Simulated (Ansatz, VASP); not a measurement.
FeNi3 in VASP and in Ansatz

```
Fe Ni
1.0
     3.68545    0.00000    0.00000
     0.00000    3.68545    0.00000
     0.00000    0.00000    3.68545
Fe Ni
1 3
Direct
  0.00000 0.00000 0.00000
  0.00000 0.50000 0.50000
  0.50000 0.50000 0.00000
  0.50000 0.00000 0.50000
```

Change from the starting cell: equal strain along all axes, cell held, atoms relaxed: +4.0 %.

Alike in both runs: task single point; functional PBE; k mesh 12 × 12 × 12; occupations gaussian, width 0.1 eV; collinear spin.

|  | VASP | Ansatz |
| --- | --- | --- |
| version | VASP 6.6.1 | Ansatz 0.2.0 |
| potentials or method | VASP PAW PBE potentials, release 64 (Fe, Ni) | scalar-relativistic, plane waves, PAW |
| plane-wave cutoff (eV) | 520 | 420 |
| valence electrons in the cell | 38 | 70 |

```csv
,VASP,Ansatz,Ansatz less VASP
gap on the k mesh at the Fermi level (eV),none,none,-
pressure (GPa),-17.1,-17.2,-0.13
net moment per atom (μB),1.24,1.26,+0.017
size of the moment on the site where the two differ most (μB),0.67,0.72,+0.048
```

Site moments also hang on the region over which each program counts them. A gap of «none» marks a metal or a gap that the smearing closes. The functional is the same, so the differences come from potentials, cutoffs and numerics. The two sets of potentials don't hold the same shells in valence.

Caveats: so large a pressure means that the cell lies far from this level's equilibrium, or that cutoff or potentials fall short (VASP).
